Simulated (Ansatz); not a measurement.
# SrCl$_{2}$: energy along a strain

SrCl$_{2}$, Fm-3m, a = 6.971 Å (as given, not relaxed at this level: 1.1 GPa). The structure is a COD entry; whether it is the stable form wasn't checked. Ansatz: PBE, PAW, 420 eV, Γ-centred 6×6×6 mesh on 3 atoms, Gaussian smearing 0.05 eV; no spin polarisation. Cell vectors (Å): 0.000 3.486 3.486; 3.486 0.000 3.486; 3.486 3.486 0.000. The cell is strained by x per cent times the pattern (0 1 0 0 0 0) in the order xx yy zz yz xz xy (engineering shears), with fractional coordinates held. y is the free energy over the start, V0 = 28.230 Å³/atom.

| x (%) | y (meV/atom) |
| --- | --- |
| -2.00 | ? |
| -1.50 | 4.35 |
| -1.00 | 2.56 |
| -0.50 | 1.12 |
| 0.00 | 0.00 |
| 0.50 | -0.79 |
| 1.00 | -1.27 |
| 1.50 | -1.45 |
| 1.75 | -1.42 |
| 2.00 | -1.32 |

Task: Fit y = c1 x + c2 x² + c3 x³ to the other rows, get the stiffness along the pattern, and predict the missing energy.

Result: Least squares on the rows shown. y = −1.906 x + 0.6452 x² − 0.01122 x³. The clamped-ion stiffness p·C·p = 2 × 6.452 eV × 160.2 / 28.230 Å³ = 73 GPa, which is C22 in these axes (C11 of the cubic crystal) (second derivative at the start, which stands under stress). At x = -2.00 the fit asked for gives 6.48 meV/atom. The run gave 6.48 meV/atom, the same to the digits shown.